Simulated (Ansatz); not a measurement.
# BAs: the cost of one run

Program: Ansatz 0.2.0. Level of theory: DFT PBEsol, scalar-relativistic, plane waves, PAW. These are calculated values, not measurements.

### 1 The system as given

The structure is cubic, space group F-43m (No. 216). Conventional cell: a = 4.768 Å, b = 4.768 Å, c = 4.768 Å, α = 90.00°, β = 90.00°, γ = 90.00°. B (site symmetry -43m) is surrounded by 4 As at 2.06 Å. As (site symmetry -43m) has 4 B at 2.06 Å as nearest neighbours.

Structure file:

```cif
data_structure
_symmetry_space_group_name_H-M 'P 1'
_symmetry_Int_Tables_number 1
_cell_length_a 3.3714
_cell_length_b 3.3714
_cell_length_c 3.3714
_cell_angle_alpha 60.000
_cell_angle_beta 60.000
_cell_angle_gamma 60.000
_cell_volume 27.10
loop_
_atom_site_label
_atom_site_type_symbol
_atom_site_fract_x
_atom_site_fract_y
_atom_site_fract_z
_atom_site_occupancy
B1 B 0.00000 0.00000 0.00000 1
As1 As 0.75000 0.75000 0.75000 1
```

This cell comes from an earlier session at PBEsol: 13.548 Å³/atom at 0.00 GPa, on a 12×12×12 mesh.

Volume factors to run: 0.980, 1.020, 0.960, 1.040.

### 2 Scaling the volume by 0.980

input.yaml

```yaml
crystal:
  lattice:
    - [0.0, 2.3679416815, 2.3679416815]
    - [2.3679416815, 0.0, 2.3679416815]
    - [2.3679416815, 2.3679416815, 0.0]
  atoms:
    - { symbol: B, position: [0.0, 0.0, 0.0] }
    - { symbol: As, position: [0.75, 0.75, 0.75] }
basis:
  ecutwfc: 420
  ecutrho_ratio: 4
kpoints:
  mp_grid: { grid: [12, 12, 12] }
hamiltonian:
  xc: pbesol
scf:
  occupations: { method: gaussian, width: 0.05 }
output:
  forces: true
  stress: true
  eigenvalues: true
```

**Question.** How long does this run take on 4 threads of an Arm CPU, shared host, and how much memory does it need?

About 1.4 s, with a peak of 0.38 GiB.
